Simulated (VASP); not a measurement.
**A VASP 6.6.1 single-point calculation on GaP**

INCAR

```
ENCUT = 520
IBRION = -1
NELM = 90
LREAL = .FALSE.
LASPH = .TRUE.
NBANDS = 16
NSW = 0
GGA = PE
LWAVE = .FALSE.
SIGMA = 0.02
PREC = Accurate
EDIFF = 1E-7
LCHARG = .FALSE.
ISIF = 2
ISMEAR = -1
```

KPOINTS

```
KPOINTS created by Atomic Simulation Environment
0
Gamma
10 10 10
0 0 0
```

POSCAR

```
Ga P
 1.0000000000000000
     0.0000000000000000    2.7662802841000000    2.6908860909999999
     2.7662802841000000    0.0000000000000000    2.6908860909999999
     2.7662802841000000    2.7662802841000000    0.0000000000000000
 Ga  P
   1   1
Cartesian
  0.0000000000000000  0.0000000000000000  0.0000000000000000
  1.3831401420500000  1.3831401420500000  1.3454430454999999
```

The recommended PBE PAW datasets give the neutral cell 18 valence electrons.

Command

```
mpirun -np 1 vasp_std
```

How does this run end, and what does it give?

It converged. Results: gap between bands v and c on the k mesh 1.37 eV; least direct gap on the k mesh 1.58 eV; pressure 1.0 GPa. Band v is the last that the valence electrons fill when counted band by band, and c is the next.

OSZICAR

```
N       E                     dE             d eps       ncg     rms          rms(c)
DAV:   1     0.811140556245E+02    0.81114E+02   -0.89752E+03  3400   0.160E+03
DAV:   2    -0.295589509319E+01   -0.84070E+02   -0.79919E+02  3784   0.314E+02
DAV:   3    -0.927722761188E+01   -0.63213E+01   -0.62994E+01  4032   0.657E+01
DAV:   4    -0.938310390919E+01   -0.10588E+00   -0.10585E+00  4160   0.930E+00
DAV:   5    -0.938524233698E+01   -0.21384E-02   -0.21384E-02  4168   0.115E+00    0.417E+00
DAV:   6    -0.914610582716E+01    0.23914E+00   -0.37705E-01  5104   0.103E+01    0.275E+00
DAV:   7    -0.912036842005E+01    0.25737E-01   -0.91924E-02  4344   0.201E+00    0.110E+00
DAV:   8    -0.912066444049E+01   -0.29602E-03   -0.13016E-02  3856   0.137E+00    0.184E-01
DAV:   9    -0.912106542130E+01   -0.40098E-03   -0.12999E-03  4168   0.498E-01    0.813E-02
DAV:  10    -0.912113831480E+01   -0.72893E-04   -0.11085E-04  5056   0.111E-01    0.402E-02
DAV:  11    -0.912121002435E+01   -0.71710E-04   -0.98256E-05  3896   0.811E-02    0.503E-03
DAV:  12    -0.912120967767E+01    0.34667E-06   -0.27250E-06  4072   0.210E-02    0.292E-03
DAV:  13    -0.912120997562E+01   -0.29794E-06   -0.82302E-07  4232   0.752E-03    0.192E-03
DAV:  14    -0.912121000755E+01   -0.31932E-07   -0.27080E-08  3280   0.129E-03
   1 F= -.91212100E+01 E0= -.91212100E+01  d E =-.810347E-12
```

For comparison, a separate PBE run of the intended cell, on usual settings and not on those above, gives a gap of 1.41 eV on its mesh and a pressure of 1.0 GPa.
